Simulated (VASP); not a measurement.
# Al in VASP: relaxation of the atoms with PBEsol

Aim: the relaxation of the atoms of Al with PBEsol.

All numbers are computed with VASP 6.6.1; they aren't measurements. Logs are shortened: lines on timing, memory, paths and dates and some standing lists are left out, and cuts for length are marked.

## (1) The slab as given

The cell holds a slab with vacuum, 4 atoms: a = 2.827 Å, b = 2.827 Å, c = 25.770 Å, α = 90.00°, β = 90.00°, γ = 90.00°.

The cell was built by a generator and needn't be a form met in nature.

## (2) Relaxation of the atoms, PBEsol

INCAR

```
ALGO = Normal
DIPOL = 0.5 0.5 0.500
EDIFF = 1E-7
EDIFFG = -0.02
ENCUT = 520
GGA = PS
IBRION = 2
IDIPOL = 3
ISIF = 2
ISMEAR = 1
KPAR = 2
LASPH = True
LCHARG = False
LDIPOL = True
LREAL = False
LWAVE = False
NELM = 120
NSW = 90
PREC = Accurate
SIGMA = 0.1
```

KPOINTS

```
k-points
0
Gamma
  12 12 1
```

POSCAR

```
Al
1.0
    2.8268432400      0.0000000000      0.0000000000
    0.0000000000      2.8268432400      0.0000000000
    0.0000000000      0.0000000000     25.7700700000
Al
4
Direct
    0.0000000000      0.0000000000      0.3831312800
    0.5000000000      0.5000000000      0.4610437600
    0.0000000000      0.0000000000      0.5389562400
    0.5000000000      0.5000000000      0.6168687200
```

Potentials or basis: VASP PAW PBE potentials, release 64 (Al).

Launch:

```sh
> cat potpaw_PBE.64/Al/POTCAR > POTCAR
> mpirun -np 2 vasp_std > vasp.out
```

OUTCAR:

```text
EDIFF = 1E-7
   EDIFFG = -0.02
   ENCUT = 520
   GGA = PS
   IBRION = 2
   ISIF = 2
   ISMEAR = 1
   LASPH = True
   LREAL = False
   NELM = 120
   NSW = 90
   PREC = Accurate

 ion  position               nearest neighbor table
   1  0.000  0.000  0.383-   2 2.83   2 2.83   2 2.83   2 2.83
   2  0.500  0.500  0.461-   3 2.83   3 2.83   3 2.83   3 2.83   1 2.83   1 2.83   1 2.83   1 2.83

   3  0.000  0.000  0.539-   2 2.83   2 2.83   2 2.83   2 2.83   4 2.83   4 2.83   4 2.83   4 2.83

   4  0.500  0.500  0.617-   3 2.83   3 2.83   3 2.83   3 2.83

  LATTYP: Found a simple tetragonal cell.
 ALAT       =     2.8268432400
 C/A-ratio  =     9.1162005856

  Lattice vectors:

 A1 = (   2.8268432400,   0.0000000000,   0.0000000000)
 A2 = (   0.0000000000,   2.8268432400,   0.0000000000)
 A3 = (   0.0000000000,   0.0000000000,  25.7700700000)

Analysis of symmetry for initial positions (statically):
=====================================================================
 Subroutine PRICEL returns:
 Original cell was already a primitive cell.

 Routine SETGRP: Setting up the symmetry group for a
 simple tetragonal supercell.

 Subroutine GETGRP returns: Found 16 space group operations
 (whereof  8 operations were pure point group operations)
 out of a pool of 16 trial point group operations.

The static configuration has the point symmetry C_4v.
 The point group associated with its full space group is D_4h.

Analysis of symmetry for dynamics (positions and initial velocities):
=====================================================================
 Subroutine PRICEL returns:
 Original cell was already a primitive cell.

 Routine SETGRP: Setting up the symmetry group for a
 simple tetragonal supercell.

 Subroutine GETGRP returns: Found 16 space group operations
 (whereof  8 operations were pure point group operations)
 out of a pool of 16 trial point group operations.

The dynamic configuration has the point symmetry C_4v.
 The point group associated with its full space group is D_4h.

 Subroutine INISYM returns: Found 16 space group operations
 (whereof  8 operations are pure point group operations),
 and found     1 'primitive' translations

----------------------------------------------------------------------------------------

                                     Primitive cell

  volume of cell :     205.9297

  direct lattice vectors                    reciprocal lattice vectors
[... 132 lines left out ...]

 number of electron      12.0000000 magnetization

 Free energy of the ion-electron system (eV)
  ---------------------------------------------------
  ext. energy  EPLUGINS =         0.00000000
  ---------------------------------------------------
  free energy    TOTEN  =       -15.27562801 eV

  energy without entropy =      -15.27298590  energy(sigma->0) =      -15.27474731

------------------------ aborting loop because EDIFF is reached ----------------------------------------

  FORCE on cell =-STRESS in cart. coord.  units (eV):
  Direction    XX          YY          ZZ          XY          YZ          ZX
  --------------------------------------------------------------------------------------
  -------------------------------------------------------------------------------------
  Total       -1.3074116     -1.3074116      0.3209490      0.0000000      0.0000000     -0.0000000
  in kB      -10.1719415    -10.1719415      2.4970518      0.0000000      0.0000000     -0.0000000
  external PRESSURE =      -5.9489437 kB  Pullay stress =       0.0000000 kB
[... 171 lines left out ...]
  FREE ENERGIE OF THE ION-ELECTRON SYSTEM (eV)
  ---------------------------------------------------
  free  energy   TOTEN  =       -15.2773451356 eV

  energy  without entropy=      -15.2741099486  energy(sigma->0) =      -15.27626674

 dipolmoment           0.000000      0.000000      0.000000 electrons x Angstroem

--------------------------------------- Ionic step        6  -------------------------------------------

 number of electron      12.0000000 magnetization

------------------------ aborting loop because EDIFF is reached ----------------------------------------
[... 33 lines left out ...]
--------------------------------------- Ionic step        7  -------------------------------------------

 number of electron      12.0000000 magnetization

 dipolmoment           0.000000      0.000000     -0.000000 electrons x Angstroem

 Free energy of the ion-electron system (eV)
  ---------------------------------------------------
  ext. energy  EPLUGINS =         0.00000000
  ---------------------------------------------------
  free energy    TOTEN  =       -15.27949411 eV

  energy without entropy =      -15.27835364  energy(sigma->0) =      -15.27911396

 E-fermi :  -0.3753     XC(G=0):  -4.0909

 val. band max:       -0.3797650044   @ k =   0.2500   0.2500   0.0000
 cond. band min:      -0.3272514816   @ k =   0.5000   0.4167   0.0000
 fundamental gap:      0.0525135228
 Fermi energy:        -0.3753258031

 k-point     1 :       0.0000    0.0000    0.0000
  band No.  band energies     occupation
      1     -11.0827      2.00000
      2      -9.7430      2.00000
      3      -7.6346      2.00000
      4      -4.8413      2.00000
      5      -2.5171      2.00000
      6       0.8896     -0.00000
      7       3.0344      0.00000
      8       3.8833      0.00000
      9       4.0139      0.00000
     10       5.1992      0.00000
[... 287 lines left out ...]
 k-point    24 :       0.4167    0.3333    0.0000
  band No.  band energies     occupation
      1      -5.9289      2.00000
      2      -4.6311      2.00000
      3      -3.0737      2.00000
      4      -2.5822      2.00000
      5      -1.8054      2.00000
      6      -0.0588     -0.00007
      7       0.2045     -0.00000
      8       0.4138     -0.00000
      9       1.4598     -0.00000
     10       2.2416      0.00000

 [... further k-points ...]

------------------------ aborting loop because EDIFF is reached ----------------------------------------

 vacuum level on the upper side and lower side of the slab       (xc-potential included)        -0.113        -0.113

  FORCE on cell =-STRESS in cart. coord.  units (eV):
  Direction    XX          YY          ZZ          XY          YZ          ZX
  --------------------------------------------------------------------------------------
  -------------------------------------------------------------------------------------
  Total       -1.9923612     -1.9923612      0.0404594      0.0000000      0.0000000     -0.0000000
  in kB      -15.5009964    -15.5009964      0.3147830      0.0000000      0.0000000     -0.0000000
  external PRESSURE =     -10.2290699 kB  Pullay stress =       0.0000000 kB
[... 19 lines left out ...]
  FREE ENERGIE OF THE ION-ELECTRON SYSTEM (eV)
  ---------------------------------------------------
  free  energy   TOTEN  =       -15.2794941142 eV

  energy  without entropy=      -15.2783536429  energy(sigma->0) =      -15.27911396

 reached required accuracy - stopping structural energy minimisation

 vacuum level on the upper side and lower side of the slab         3.864         3.864
```

It took 96 s on 2 MPI ranks of Intel Xeon 6975P-C (Granite Rapids), shared host; peak memory 0.32 GiB.

What came out:

- Free energy: -15.2795 eV
- Energy gained by relaxing: 1.0 meV/atom
- Ionic steps: 7
- Largest force after relaxing: 0.006 eV/Å
- Band gap on the k mesh: none (metal or under the smearing width)

Forces on the atoms (eV/Å):
```
Al   0.000  0.000 -0.006
Al   0.000  0.000 -0.001
Al   0.000  0.000  0.001
Al   0.000  0.000  0.006
```

The path:
| step | energy change (eV) | largest force (eV/Å) | pressure (GPa) |
| --- | --- | --- | --- |
| 1 | 0.0000 | 0.0728 | -0.59 |
| 2 | -0.0006 | 0.0522 | -0.62 |
| 3 | -0.0010 | 0.0349 | -0.65 |
| 4 | -0.0012 | 0.0330 | -0.67 |
| 5 | -0.0017 | 0.0282 | -0.72 |
| 6 | -0.0027 | 0.0201 | -0.83 |
| 7 | -0.0039 | 0.0063 | -1.02 |

Final structure:
```
Al
1.0
     2.82684    0.00000    0.00000
     0.00000    2.82684    0.00000
     0.00000    0.00000   25.77007
Al
4
Direct
  0.00000 0.00000 0.38063
  0.50000 0.50000 0.46017
  0.00000 0.00000 0.53983
  0.50000 0.50000 0.61937
```

Levels at points of the mesh, in eV from the Fermi level:
| k point | band 2 | band 3 | band 4 | band 5 | band 6 | band 7 | band 8 | band 9 | band 10 |
| --- | --- | --- | --- | --- | --- | --- | --- | --- | --- |
| (0.00, 0.00, 0.00) | -9.37 | -7.26 | -4.47 | -2.14 | 1.26 | 3.41 | 4.26 | 4.39 | 5.57 |
| (0.50, 0.00, 0.00) | -6.17 | -4.86 | -4.86 | -2.81 | -2.81 | -0.05 | -0.05 | 2.26 | 2.26 |
| (0.50, 0.50, 0.00) | -2.38 | -1.15 | -1.15 | -0.98 | -0.98 | 0.40 | 0.40 | 0.82 | 0.82 |

Caveat: the PAW data sets were made with another functional, which shifts forces and pressure a little.
